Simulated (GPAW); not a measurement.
The system is CdSe (Cadmoselite).

```
Cd Se
1.0
     4.30000    0.00000    0.00000
    -2.15000    3.72391    0.00000
     0.00000    0.00000    7.02000
Cd Se
2 2
Direct
  0.66667 0.33333 0.50000
  0.33333 0.66667 0.00000
  0.66667 0.33333 0.88500
  0.33333 0.66667 0.38500
```

* Program: GPAW 26.7.0
* Task: relaxation of cell and atoms
* Functional: PBEsol
* Dispersion: D3
* Potentials or basis: PAW data sets generated in the run's folder for this functional
* Cutoff: 600 eV
* Basis: pw
* k mesh: 5 × 5 × 3
* Occupations: fermi-dirac, width 0.05 eV
* Spin: no spin polarisation

At the start: pressure -1.8 GPa; volume 28.10 Å³/atom.

Problem. How do energy, volume and symmetry change on relaxing?

Solution. Over 7 steps the energy falls by 10.2 meV/atom and the volume is 27.12 Å³/atom (-3.5 %); space group P6_3mc (No. 186, to 0.05 Å).

Step by step:
| step | energy change (eV) | largest force (eV/Å) | pressure (GPa) | volume (Å³) |
| --- | --- | --- | --- | --- |
| 1 | 0.0000 | 0.2521 | -1.78 | 112.41 |
| 2 | -0.0085 | 0.2231 | -1.64 | 112.03 |
| 3 | -0.0369 | 0.1393 | -0.06 | 108.66 |
| 4 | -0.0395 | 0.0266 | -0.43 | 109.34 |
| 5 | -0.0398 | 0.0309 | -0.34 | 109.17 |
| 6 | -0.0406 | 0.0186 | -0.03 | 108.56 |
| 7 | -0.0407 | 0.0040 | 0.01 | 108.49 |

Final structure:
```
Cd Se
1.0
     4.26114    0.00000    0.00000
    -2.13057    3.69026    0.00000
     0.00000    0.00000    6.89911
Cd Se
2 2
Direct
  0.66667 0.33333 0.50368
  0.33333 0.66667 0.00368
  0.66667 0.33333 0.88132
  0.33333 0.66667 0.38132
```

Caveat: later steps reuse the first step's grids.
